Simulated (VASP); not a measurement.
A run of VASP 6.6.1 is set up as follows.

INCAR

```
SYSTEM = H4CO
  PREC = Accurate
  ENCUT = 520
  EDIFF = 1E-6
  ISMEAR = -1
  SIGMA = 0.02
  LREAL = Auto
  LASPH = .True.
  NELM = 100
  ALGO = Normal
  ISIF = 2
  LWAVE = .False.
  LCHARG = .False.
  GGA = PE
  IVDW = 12
  NBANDS = 66
```

File KPOINTS:

```
regular mesh
0
Gamma
  1 1 1
  0 0 0
```

Contents of POSCAR:

```
H4CO
1.0
    7.3803230000      0.0000000000      0.0000000000
    0.0000000000      7.3803230000      0.0000000000
    0.0000000000      0.0000000000      7.3803230000
C O H
6 6 24
Direct
    0.4230995000      0.5114684000      0.9041556000
    0.9673726000      0.1495226000      0.2782531000
    0.8261468000      0.3984680000      0.6952807000
    0.6197197000      0.9362260000      0.6784508000
    0.0049297000      0.7544017000      0.1278991000
    0.4167488000      0.3374824000      0.3908579000
    0.3474111000      0.3561550000      0.9897217000
    0.7784689000      0.1136049000      0.2923192000
    0.9746272000      0.4500835000      0.8069139000
    0.6287376000      0.7901302000      0.8039388000
    0.0271497000      0.5764918000      0.1987997000
    0.4894393000      0.4612830000      0.2621642000
    0.3096349000      0.5999809000      0.8712117000
    0.4467923000      0.2756748000      1.0200586000
    0.5161532000      0.5852876000      0.9934553000
    0.4944205000      0.4773593000      0.7783280000
    0.9840048000      0.2940323000      0.3034375000
    0.7611449000     -0.0147916000      0.2702230000
    1.0466590000      0.0746043000      0.3791671000
    1.0206791000      0.1187530000      0.1429966000
    0.7280865000      0.5085269000      0.7033534000
    1.0634638000      0.3533848000      0.8013073000
    0.8658825000      0.3810006000      0.5531587000
    0.7608965000      0.2735743000      0.7424682000
    0.4890693000      1.0014351000      0.7001810000
    0.7444969000      0.7304020000      0.7864353000
    0.7269126000      1.0366343000      0.7010459000
    0.6264541000      0.8898868000      0.5374188000
   -0.1405975000      0.7779456000      0.1200602000
    0.1562580000      0.5532019000      0.2067149000
    0.0648251000      0.8580521000      0.2159436000
    0.0623959000      0.7683303000     -0.0084325000
    0.5033585000      0.2179982000      0.3868296000
    0.4137852000      0.5687412000      0.2639559000
    0.4183803000      0.3923116000      0.5289658000
    0.2779610000      0.2963142000      0.3573049000
```

Potentials or basis: VASP PAW PBE potentials, release 64 (C, O, H).

The run is started by

```sh
$ cat potpaw_PBE.64/C/POTCAR potpaw_PBE.64/O/POTCAR potpaw_PBE.64/H/POTCAR > POTCAR
$ mpirun -np 1 vasp_gam > vasp.out
```

Task: Predict the band gap on the k mesh.

Result: 3.84 eV, direct.

Task: Predict the dispersion energy per atom.

Result: -0.035 eV.

Stress tensor (GPa, compression positive):
```
 1.85  0.25  0.36
 0.25  2.18 -0.03
 0.36 -0.03  1.85
```
